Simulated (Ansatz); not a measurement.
A run of Ansatz 0.2.0 is set up as follows.

input.yaml

```yaml
crystal:
  lattice: { a: 3.85251873, b: 3.85251873, c: 6.25407679, alpha: 90.0, beta: 90.0, gamma: 120.0 }
  space_group: 186
  setting: { hermann_mauguin: P63mc }
  reduce_to_primitive: true
  atoms:
    - { symbol: Cd, position: [0.6666666667, 0.3333333333, 0.5] }
    - { symbol: S, position: [0.6666666667, 0.3333333333, 0.875] }
kpoints:
  mp_grid: { kspacing: 0.25 }
scf:
  occupations: { method: fermi_dirac, width: 0.1 }
hamiltonian:
  xc: pbe
  pseudopotentials: { kind: all_electron, lapw: { basis_error: 0.001 } }
magnetization:
  noncollinear: true
  spin_orbit: true
output:
  forces: true
  stress: true
  eigenvalues: true
```

Potentials or basis: all-electron LAPW, relativistic spinors.

Launch:

```console
$ ansatz run input.yaml --threads 2 --pin off --max-ram 6144MiB --backend cpu --events-out ev --progress --plain --runs-dir out
```

Task: What does it give for the pressure?

Result: 24.8 GPa.

Task: What does it give for the largest force?

Result: 0.117 eV/Å.

Task: Estimate the band gap on the k mesh.

Result: 1.66 eV, direct.

Stress tensor (GPa, compression positive):
```
24.26  0.00  0.00
 0.00 24.26  0.00
 0.00  0.00 26.01
```
